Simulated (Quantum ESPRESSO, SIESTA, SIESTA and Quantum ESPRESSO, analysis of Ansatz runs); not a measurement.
## Levels of N_C in SiC (F-43m), rung by rung (SIESTA and Quantum ESPRESSO)

We place the charge-transition levels of N_C in SiC (F-43m) with atom-centred orbitals, then repeat the energies at other levels of method to see what holds. Model: a cell of 54 host atoms with 1 C taken out and 1 N put in.

Program: SIESTA and Quantum ESPRESSO. Level of theory: SIESTA numerical-orbital DFT, PBEsol, DZP basis, PseudoDojo 0.4.1 potentials converted to PSML; charged supercells in a uniform background, point-charge correction with alignment at far sites. Results are calculated unless marked as measured.

**Measured values to reproduce.**

For SiC, cubic 3C zincblende (literature value), “Insight into the structural, elastic and electronic properties of a new orthorhombic 6O-SiC polytype” (2020, pmc:7200658) quotes earlier work: band gap (indirect gap) 2.4 eV [literature value; measurement temperature and method not stated].

## Step 1: The structure

The cell holds 54 atoms: 27 Si, 26 C and 1 N. Cell: a = 9.283 Å, b = 9.283 Å, c = 9.283 Å, α = 60.0°, β = 60.0°, γ = 60.0°. It derives from SiC (space group F-43m). Nearest the centre at fractional (0.417, 0.417, 0.417): N28 at 0.00 Å, Si27 at 1.89 Å, Si29 at 1.89 Å, Si33 at 1.89 Å, Si45 at 1.89 Å, C40 at 3.09 Å, C12 at 3.09 Å, C16 at 3.09 Å.

Coordinates:

```xyz
54
Lattice="0.0000 6.5644 6.5644 6.5644 0.0000 6.5644 6.5644 6.5644 0.0000" Properties=species:S:1:pos:R:3 pbc="T T T"
Si    0.0000    0.0000    0.0000
C     1.0941    1.0941    1.0941
Si    2.1882    2.1882    0.0000
C     3.2822    3.2822    1.0941
Si    4.3763    4.3763    0.0000
C     5.4703    5.4703    1.0941
Si    2.1882    0.0000    2.1882
C     3.2822    1.0941    3.2822
Si    4.3763    2.1882    2.1882
C     5.4703    3.2822    3.2822
Si    6.5644    4.3763    2.1882
C     7.6585    5.4703    3.2822
Si    4.3763    0.0000    4.3763
C     5.4703    1.0941    5.4703
Si    6.5644    2.1882    4.3763
C     7.6585    3.2822    5.4703
Si    8.7526    4.3763    4.3763
C     9.8466    5.4703    5.4703
Si    0.0000    2.1882    2.1882
C     1.0941    3.2822    3.2822
Si    2.1882    4.3763    2.1882
C     3.2822    5.4703    3.2822
Si    4.3763    6.5644    2.1882
C     5.4703    7.6585    3.2822
Si    2.1882    2.1882    4.3763
C     3.2822    3.2822    5.4703
Si    4.3763    4.3763    4.3763
N     5.4703    5.4703    5.4703
Si    6.5644    6.5644    4.3763
C     7.6585    7.6585    5.4703
Si    4.3763    2.1882    6.5644
C     5.4703    3.2822    7.6585
Si    6.5644    4.3763    6.5644
C     7.6585    5.4703    7.6585
Si    8.7526    6.5644    6.5644
C     9.8466    7.6585    7.6585
Si    0.0000    4.3763    4.3763
C     1.0941    5.4703    5.4703
Si    2.1882    6.5644    4.3763
C     3.2822    7.6585    5.4703
Si    4.3763    8.7526    4.3763
C     5.4703    9.8466    5.4703
Si    2.1882    4.3763    6.5644
C     3.2822    5.4703    7.6585
Si    4.3763    6.5644    6.5644
C     5.4703    7.6585    7.6585
Si    6.5644    8.7526    6.5644
C     7.6585    9.8466    7.6585
Si    4.3763    4.3763    8.7526
C     5.4703    5.4703    9.8466
Si    6.5644    6.5644    8.7526
C     7.6585    7.6585    9.8466
Si    8.7526    8.7526    8.7526
C     9.8466    9.8466    9.8466
```

Screening for the image-charge correction: ε∞ = 7.10, ε0 = 10.43, from a response run on this crystal (DFPT, PBEsol, Quantum ESPRESSO) at that run's own cell.

The cell's shortest repeat is 9.3 Å.

The primitive cell was relaxed at this level beforehand, to 20.95 Å³.

The defect-free supercell was relaxed beforehand, from displaced atoms: they ended at most 0.01 Å from the sites they started about, so the symmetric structure holds.

## Step 2: Band edges

Levels are counted from the valence top, which comes from the unit cell, dense mesh; the energy of the host comes from the defect-free supercell at the defects' own k-points, so that the host's part of the sampling error cancels.

File host.fdf:

```
SystemName                      SiC
SystemLabel                     host
NumberOfSpecies                 2
NumberOfAtoms                   2
%block ChemicalSpeciesLabel
  1   14 Si
  2    6 C
%endblock ChemicalSpeciesLabel
LatticeConstant                 1.0 Ang
%block LatticeVectors
     0.000001000     2.188136000     2.188136000
     2.188136000     0.000001000     2.188136000
     2.188136000     2.188136000     0.000001000
%endblock LatticeVectors
AtomicCoordinatesFormat         Fractional
%block AtomicCoordinatesAndAtomicSpecies
     0.000003199     0.000003199     0.000003199  1
     0.249996972     0.249996972     0.249996972  2
%endblock AtomicCoordinatesAndAtomicSpecies
%block kgrid.MonkhorstPack
   12   0   0  0.00
    0  12   0  0.00
    0   0  12  0.00
%endblock kgrid.MonkhorstPack
XC.Functional                   GGA
XC.Authors                      PBEsol
PAO.BasisSize                   DZP
PAO.EnergyShift                 0.005 Ry
Mesh.Cutoff                     300 Ry
OccupationFunction              FD
ElectronicTemperature           0.01 eV
MaxSCFIterations                150
SCF.MustConverge                true
SCF.Mixer.Method                Pulay
SCF.Mixer.Weight                0.2
SCF.Mixer.History               10
SCF.DM.Tolerance                1.0e-4
SCF.H.Tolerance                 1.0e-3 eV
WriteForces                     true
Charge.Mulliken                 end
```

On the command line:

```sh
> OMP_NUM_THREADS=1 siesta host.fdf > host.out
```

Log:

```text
Version         : 5.4.2

                           ***********************
                           *  WELCOME TO SIESTA  *
                           ***********************

[...]
reinit: Reading from file host.fdf

reinit: -----------------------------------------------------------------------
reinit: System Name: SiC
reinit: -----------------------------------------------------------------------
reinit: System Label: host
reinit: -----------------------------------------------------------------------

initatom: Reading input for the pseudopotentials and atomic orbitals ----------
Species number:   1 Atomic number:   14 Label: Si
Species number:   2 Atomic number:    6 Label: C

[... pseudopotential checks and orbital generation ...]

prinput: Basis input

PAO.BasisType split

%block ChemicalSpeciesLabel
    1   14 Si                      # Species index, atomic number, species label
    2    6 C                       # Species index, atomic number, species label
%endblock ChemicalSpeciesLabel

%block PAO.Basis                 # Define Basis set
# WARNING: This information might be incomplete!
[...]
(Free)E + p*V (eV/cell)     -278.7432
Target enthalpy (eV/cell)     -278.7457
[...]
siesta: Final energy (eV):
siesta:  Band Struct. =    -101.151306
siesta:       Kinetic =     156.951378
siesta:       Hartree =      31.268314
siesta:         Exch. =     -90.540145
siesta:         Corr. =     -11.300426
siesta:   Exch.-corr. =    -101.840571
siesta:  Ion-electron =    -210.155603
siesta:       Ion-ion =    -154.969201
siesta:         Total =    -278.745682
siesta:         Fermi =      -6.333765
[...]
siesta: Stress tensor (static) (eV/Ang**3):
siesta:    -0.000116   -0.000014   -0.000014
siesta:    -0.000014   -0.000116   -0.000014
siesta:    -0.000014   -0.000014   -0.000116
[...]
siesta: Cell volume =         20.953310 Ang**3
[...]
siesta: Pressure (static):
siesta:                Solid            Molecule  Units
siesta:           0.00000127          0.00000094  Ry/Bohr**3
siesta:           0.00011615          0.00008588  eV/Ang**3
siesta:           0.18609308          0.13758814  kBar
[...]
mulliken: Qtot =        8.000

Mulliken Atomic Populations:
Atom #   charge [q] valence [e]  Species
     1    -0.114310    4.114310  Si
     2     0.114310    3.885690  C
 Total     0.000000

Job completed
```

Elapsed: 22 s, on 1 MPI rank of Arm Neoverse V2, shared host; peak memory 0.2 GiB.

The gap at this level is 1.23 eV.

Test of the sampling: at one point at (¼, ¼, ¼) the host's energy lies 128 meV an atom above its value on the primitive cell's dense mesh, too far, so all defect runs take a 2×2×2 mesh.

[end of part 1 of 3]

[Logs are printed without paths, hosts, clocks, repeated set-up lines and the standing remarks that a program may print on its own settings, such as how far it seeks lower states.]

[Hosts, paths, dates, database ids (printed as entryN), source tags and the programs' standing remarks are cut or masked in the printed files.]

[For some hosts the program warned that the k-mesh of the response run may be too coarse for force constants and the static dielectric constant; such warnings are not shown here.]

[Charge tables in the logs are Mulliken or Hirshfeld populations, whose sizes and signs can differ; where basis functions stand at a vacancy, SIESTA counts their charge against the missing atom's valence.]

[In relaxation paths of CP2K, step 0 can be the structure after the first move, since the trajectory file begins there, and the last row can be the final structure solved once more.]
